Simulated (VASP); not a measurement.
A run of VASP 6.6.1 is set up as follows.

Contents of POSCAR:

```
GaSb
1.0
    0.0000000000      3.1093730451      3.1093730451
    3.1093730451      0.0000000000      3.1093730451
    3.1093730451      3.1093730451      0.0000000000
Ga Sb
1 1
Direct
    0.0000000000      0.0000000000      0.0000000000
    0.7500000000      0.7500000000      0.7500000000
```

The input INCAR.step1:

```
ALGO = Normal
EDIFF = 1E-4
ENCUT = 520
GGA = PE
ISMEAR = 0
LASPH = True
LCHARG = False
LREAL = False
LWAVE = True
NBANDS = 16
NELM = 60
PREC = Accurate
SIGMA = 0.05
```

The input INCAR.step2:

```
ALGO = Normal
EDIFF = 1E-7
ENCUT = 520
ISIF = 2
ISMEAR = 0
ISTART = 1
LASPH = True
LCHARG = False
LMIXTAU = True
LREAL = False
LWAVE = False
METAGGA = R2SCAN
NBANDS = 16
NELM = 60
PREC = Accurate
SIGMA = 0.05
```

The input KPOINTS:

```
k-points
0
Gamma
  10 10 10
```

Potentials or basis: VASP PAW PBE potentials, release 64 (Ga_d, Sb).

Command:

```sh
$ cat potpaw_PBE.64/Ga_d/POTCAR potpaw_PBE.64/Sb/POTCAR > POTCAR
$ cp INCAR.step1 INCAR
$ mpirun -np 1 vasp_std > vasp.out
$ cp INCAR.step2 INCAR
$ mpirun -np 1 vasp_std > vasp.out
```

(1) Predict the pressure.

(2) Estimate the band gap on the k mesh.

Results:

(1) -2.0 GPa.

(2) 0.08 eV, direct.

Caveat: the PAW data sets were made with another functional, which shifts forces and pressure a little; spin-orbit coupling is left out, which moves the levels of the heavy elements.

**The experiment to reproduce.**

A printed reference work, data compilation reports, for a bulk crystal of GaSb at 4.2 K: band gap 0.811 eV (direct).

Against the measured gap of GaSb, 0.811 eV (direct; 4.2 K; a printed reference work, data compilation), the calculated 0.08 eV is off by -0.73 eV. Spin-orbit coupling on Ga, Sb is left out. The value is that of r2SCAN on a finite k mesh, which can miss the band edges, without temperature or zero-point motion.
